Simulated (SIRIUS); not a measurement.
# TiPt3 (Pm-3m) in SIRIUS: reference runs

Reference runs on TiPt3: the cell as given.

Program: SIRIUS 7.10.0. These are calculated values, not measurements. Logs are shortened: lines on timing, memory, paths and dates and some standing lists are left out, and cuts for length are marked. The log counts tension as positive stress, the text compression.

## Step 1: The crystal as given

Symmetry: Pm-3m, No. 221, cubic system. Conventional cell: a = 3.897 Å, b = 3.897 Å, c = 3.897 Å, α = 90.00°, β = 90.00°, γ = 90.00°. Pt (site symmetry 4/mmm) is surrounded by 8 Pt at 2.76 Å and 4 Ti at 2.76 Å. Ti (site symmetry m-3m) is surrounded by 12 Pt at 2.76 Å.

## Step 2: Single point, PBEsol

File sirius.json:

```json
{
  "control": {
    "processing_unit": "cpu",
    "verbosity": 2,
    "num_bands_to_print": 45,
    "print_forces": true,
    "print_stress": true
  },
  "parameters": {
    "electronic_structure_method": "pseudopotential",
    "xc_functionals": ["XC_GGA_X_PBE_SOL", "XC_GGA_C_PBE_SOL"],
    "gk_cutoff": 9.2,
    "pw_cutoff": 18.4,
    "ngridk": [7, 7, 7],
    "shiftk": [0, 0, 0],
    "smearing": "fermi_dirac",
    "smearing_width": 0.0018374661,
    "num_bands": 45,
    "num_mag_dims": 0,
    "num_dft_iter": 100,
    "energy_tol": 1e-08,
    "density_tol": 1e-06
  },
  "iterative_solver": {
    "type": "davidson",
    "min_tolerance": 1e-09,
    "tolerance_scale": [0.1, 0.25]
  },
  "mixer": {
    "type": "anderson",
    "beta": 0.7,
    "max_history": 8
  },
  "settings": {
    "tol_ne": 1e-10,
    "pseudo_grid_cutoff": 6.5
  },
  "unit_cell": {
    "lattice_vectors": [
      [7.364262707667, 0.0, 0.0],
      [0.0, 7.364262707667, 0.0],
      [0.0, 0.0, 7.364262707667]
    ],
    "atom_coordinate_units": "lattice",
    "atom_types": ["Pt", "Ti"],
    "atom_files": {
      "Pt": "Pt.json",
      "Ti": "Ti.json"
    },
    "atoms": {
      "Pt": [
        [0.5, 0.5, 0.0],
        [0.5, 0.0, 0.5],
        [0.0, 0.5, 0.5]
      ],
      "Ti": [
        [0.0, 0.0, 0.0]
      ]
    }
  }
}
```

Potentials or basis: PseudoDojo 0.4.1 PBEsol standard (scalar relativistic).

Started as:

```console
upf_to_json Pt.upf
upf_to_json Ti.upf
OMP_NUM_THREADS=1 sirius.scf --input=sirius.json --output=out.json --task=0
```

What it wrote:

```text
[info] SIRIUS version : 7.10.0
[info] number of MPI ranks           : 1
[info] MPI grid                      : 1 1
[info] maximum number of OMP threads : 1
[fft] FFT context for density and potential
[fft] =====================================
[fft]   comm size                             : 1
[fft]   plane wave cutoff                     : 18.4
[fft]   grid size                             : 48 48 48   total : 110592
[fft]   grid limits                           : -23 24   -23 24   -23 24
[fft]   number of G-vectors within the cutoff : 21058
[fft]   local number of G-vectors             : 21058
[fft]   number of G-shells                    : 1115
[fft] FFT context for coarse grid
[fft] =====================================
[fft]   comm size                             : 1
[fft]   plane wave cutoff                     : 18.4
[fft]   grid size                             : 48 48 48   total : 110592
[fft]   grid limits                           : -23 24   -23 24   -23 24
[fft]   number of G-vectors within the cutoff : 21058
[fft]   local number of G-vectors             : 21058
[fft]   number of G-shells                    : 1115
[unit cell] lattice vectors
[unit cell]   a1 :       7.3642627077      0.0000000000      0.0000000000
[unit cell]   a2 :       0.0000000000      7.3642627077      0.0000000000
[unit cell]   a3 :       0.0000000000      0.0000000000      7.3642627077
[unit cell] reciprocal lattice vectors
[unit cell]   b1 :       0.8531995064      0.0000000000      0.0000000000
[unit cell]   b2 :       0.0000000000      0.8531995064      0.0000000000
[unit cell]   b3 :       0.0000000000      0.0000000000      0.8531995064
[unit cell] unit cell volume :       399.38138479 [a.u.^3]
[unit cell] 1/sqrt(omega)    :         0.05003871
[unit cell] MT volume        :         0.00000000 ( 0.00%)
[unit cell] IT volume        :       399.38138479 (100.00%)
[unit cell] number of atom types : 2
[unit cell] type id : 0 symbol : Pt mt_radius :  13.570000 num_atoms : 3
[unit cell] type id : 1 symbol : Ti mt_radius :  15.850000 num_atoms : 1
[unit cell] total number of atoms : 4
[unit cell] number of symmetry classes : 2
[unit cell] number of PAW atoms : 0
[unit cell] atom id  type id  class id             position                      vector_field
[unit cell] ------------------------------------------------------------------------------------------
[unit cell]      0        0        0      0.50000   0.50000   0.00000      0.00000   0.00000   0.00000
[unit cell]      1        0        0      0.50000   0.00000   0.50000      0.00000   0.00000   0.00000
[unit cell]      2        0        0      0.00000   0.50000   0.50000      0.00000   0.00000   0.00000
[unit cell]      3        1        1      0.00000   0.00000   0.00000      0.00000   0.00000   0.00000
[unit cell] atom id         position (Cartesian, a.u.)
[unit cell] ---------------------------------------------
[unit cell]      0       3.682131    3.682131    0.000000
[unit cell]      1       3.682131    0.000000    3.682131
[unit cell]      2       0.000000    3.682131    3.682131
[unit cell]      3       0.000000    0.000000    0.000000
[unit cell] class id : 0 atom id : 0 1 2
[unit cell] class id : 1 atom id : 3
[unit cell] minimum bond length:     5.207320
[unit cell] total number of pseudo wave-functions: 40
[sym] space group number   : 221
[sym] international symbol : Pm-3m
[... 358 lines left out ...]
[diagonalize] ik:   17   -2.816698   -2.816453   -2.816316   -1.298211   -1.137480   -1.134744   -1.134661   -1.133489   -1.128565   -1.127012   -1.126415   -1.124684   -1.124467   -0.429330   -0.429147   -0.428938    0.551990    0.578286    0.594504    0.594883    0.642539    0.653712    0.662163    0.674800    0.686918    0.692336    0.698221    0.707089    0.713080    0.732008    0.733945    0.767039    0.807886    0.842462    0.849684    0.863944    0.867941    0.889250    0.963370    0.965647    1.032075    1.073444    1.154841    1.235691    1.359962
[diagonalize] ik:   18   -2.816587   -2.816466   -2.816412   -1.298178   -1.138110   -1.135737   -1.134810   -1.134683   -1.126983   -1.126661   -1.125600   -1.125043   -1.123991   -0.429222   -0.429136   -0.428986    0.557619    0.569856    0.576643    0.586044    0.656368    0.656749    0.674384    0.681322    0.695111    0.699842    0.702865    0.713047    0.719344    0.736006    0.742144    0.767644    0.800765    0.848055    0.853813    0.866099    0.870540    0.886376    0.921622    0.937032    1.047561    1.077157    1.109051    1.199464    1.362485
[diagonalize] ik:   19   -2.816532   -2.816466   -2.816466   -1.298130   -1.139278   -1.135825   -1.135818   -1.135818   -1.125661   -1.125661   -1.125541   -1.124056   -1.124056   -0.429099   -0.429021   -0.429021    0.552985    0.559695    0.559695    0.574670    0.661674    0.661674    0.669165    0.685559    0.697295    0.697295    0.716716    0.716716    0.760428    0.765414    0.765414    0.791924    0.813698    0.838780    0.838780    0.873199    0.873199    0.895577    0.895898    0.895898    1.039826    1.039826    1.064891    1.174078    1.346030
[find] Charges and magnetic moments
[find] --------------------------------------------------------------------------------
[find] total charge          : 66.000000
[find] Energy
[find] --------------------------------------------------------------------------------
[find] valence_eval_sum               :     -19.47544563
[find] <rho|V^{XC}>                   :     -60.88629283
[find] <rho|E^{XC}>                   :     -79.63589226
[find] <mag|B^{XC}>                   :       0.00000000
[find] <rho|V^{H}>                    :     139.49183131
[find] one-electron contribution      :     -98.08098411 (Ha),    -196.16196823 (Ry)
[find] hartree contribution           :      69.74591565
[find] xc contribution                :     -79.63589226
[find] ewald contribution             :    -343.12964854
[find] PAW contribution               :       0.00000000
[find] smearing (-TS)                 :      -0.00047746
[find] SCF correction                 :       0.00000025
[find] Total energy                   :    -451.10060901 (Ha),    -902.20121802 (Ry)
[find] Free energy (E-TS)             :    -451.10108647 (Ha),    -902.20217295 (Ry)
[find] band gap (eV)                  :       0.00000000
[find] Efermi                         :       0.83090754
[find] iteration : 17, RMS : 3.003988195463e-09, energy difference : -3.556351657608e-09
[find] Hartree energy of density residual : 1.946578682102e-15
[find] bands are converged : true
[find] iterative solver converged : true
[find] converged after 18 SCF iterations!
[find] Charges and magnetic moments
[find] --------------------------------------------------------------------------------
[find] total charge          : 66.000000
[find] Energy
[find] --------------------------------------------------------------------------------
[find] valence_eval_sum               :     -19.47544563
[find] <rho|V^{XC}>                   :     -60.88629283
[find] <rho|E^{XC}>                   :     -79.63589226
[find] <mag|B^{XC}>                   :       0.00000000
[find] <rho|V^{H}>                    :     139.49183131
[find] one-electron contribution      :     -98.08098411 (Ha),    -196.16196823 (Ry)
[find] hartree contribution           :      69.74591565
[find] xc contribution                :     -79.63589226
[find] ewald contribution             :    -343.12964854
[find] PAW contribution               :       0.00000000
[find] smearing (-TS)                 :      -0.00047746
[find] SCF correction                 :       0.00000025
[find] Total energy                   :    -451.10060901 (Ha),    -902.20121802 (Ry)
[find] Free energy (E-TS)             :    -451.10108647 (Ha),    -902.20217295 (Ry)
[find] band gap (eV)                  :       0.00000000
[find] Efermi                         :       0.83090754
[ground_state] === stress tensor components [kbar] ===
[ground_state] === stress_kin ===
[ground_state] -66306.071042    0.000000   -0.000000
[ground_state]     0.000000-66306.071042   -0.000000
[ground_state]    -0.000000   -0.000000-66306.071042
[ground_state] === stress_har ===
[ground_state] -17126.448491    0.000000   -0.000000
[ground_state]     0.000000-17126.448491    0.000000
[ground_state]    -0.000000    0.000000-17126.448491
[ground_state] === stress_ewald ===
[ground_state] 84257.152498    0.000000    0.000000
[ground_state]     0.00000084257.152498    0.000000
[ground_state]     0.000000    0.00000084257.152498
[ground_state] === stress_vloc ===
[ground_state] 11665.093335    0.000000    0.000000
[ground_state]     0.00000011665.093335    0.000000
[ground_state]     0.000000    0.00000011665.093335
[ground_state] === stress_xc ===
[ground_state] -13634.503787    0.000000    0.000000
[ground_state]     0.000000-13634.503787    0.000000
[ground_state]     0.000000    0.000000-13634.503787
[ground_state] === stress_core ===
[ground_state] 27939.223505    0.000000    0.000000
[ground_state]     0.00000027939.223505    0.000000
[ground_state]     0.000000    0.00000027939.223505
[ground_state] === stress_nonloc ===
[ground_state] -26795.799926    0.000000   -0.000000
[ground_state]     0.000000-26795.799926    0.000000
[ground_state]    -0.000000    0.000000-26795.799926
[ground_state] === stress_us_nl ===
[ground_state] -26795.799926    0.000000   -0.000000
[ground_state]     0.000000-26795.799926    0.000000
[ground_state]    -0.000000    0.000000-26795.799926
[ground_state] === stress_total ===
[ground_state]    -1.353908    0.000000   -0.000000
[ground_state]     0.000000   -1.353908   -0.000000
[ground_state]    -0.000000   -0.000000   -1.353908
[ground_state] ==== total Forces in Ha/bohr =====
[ground_state] atom:    0, force:       0.0000000      0.0000000      0.0000000
[ground_state] atom:    1, force:       0.0000000      0.0000000      0.0000000
[ground_state] atom:    2, force:       0.0000000      0.0000000      0.0000000
[ground_state] atom:    3, force:       0.0000000      0.0000000      0.0000000
[ground_state] ==== ultrasoft contribution from Qij =====
[ground_state] atom:    0, force:       0.0000000      0.0000000      0.0000000
[ground_state] atom:    1, force:       0.0000000      0.0000000      0.0000000
[ground_state] atom:    2, force:       0.0000000      0.0000000      0.0000000
[ground_state] atom:    3, force:       0.0000000      0.0000000      0.0000000
[ground_state] ==== non-local contribution from Beta-projector =====
[ground_state] atom:    0, force:       0.0000000      0.0000000      0.0000000
[ground_state] atom:    1, force:       0.0000000      0.0000000      0.0000000
[ground_state] atom:    2, force:       0.0000000      0.0000000      0.0000000
[ground_state] atom:    3, force:       0.0000000      0.0000000      0.0000000
[ground_state] ==== contribution from local potential =====
[ground_state] atom:    0, force:       0.0000000      0.0000000      0.0000000
[ground_state] atom:    1, force:       0.0000000      0.0000000      0.0000000
[ground_state] atom:    2, force:       0.0000000      0.0000000      0.0000000
[ground_state] atom:    3, force:       0.0000000      0.0000000      0.0000000
[ground_state] ==== contribution from core density =====
[ground_state] atom:    0, force:       0.0000000      0.0000000      0.0000000
[ground_state] atom:    1, force:       0.0000000      0.0000000      0.0000000
[ground_state] atom:    2, force:       0.0000000      0.0000000      0.0000000
[ground_state] atom:    3, force:       0.0000000      0.0000000      0.0000000
[ground_state] ==== Ewald forces from ions =====
[ground_state] atom:    0, force:       0.0000000      0.0000000      0.0000000
[ground_state] atom:    1, force:       0.0000000      0.0000000      0.0000000
[ground_state] atom:    2, force:       0.0000000      0.0000000      0.0000000
[ground_state] atom:    3, force:       0.0000000      0.0000000      0.0000000
[~DFT_ground_state] local op. applied: 41393
[~DFT_ground_state] evp. work count: 3766.86
[~DFT_ground_state] number of iterative solver steps: 1794
```

Run time: 4 min. Hardware: 1 thread of Arm Neoverse V2, shared host; peak memory 0.6 GiB.

Results:

```yaml
Free_energy: -12275.0859 eV
Pressure: 0.1 GPa
Band_gap_on_the_k_mesh: none (metal or under the smearing width)
```

Spin-orbit coupling is left out, which matters for the levels of Pt.
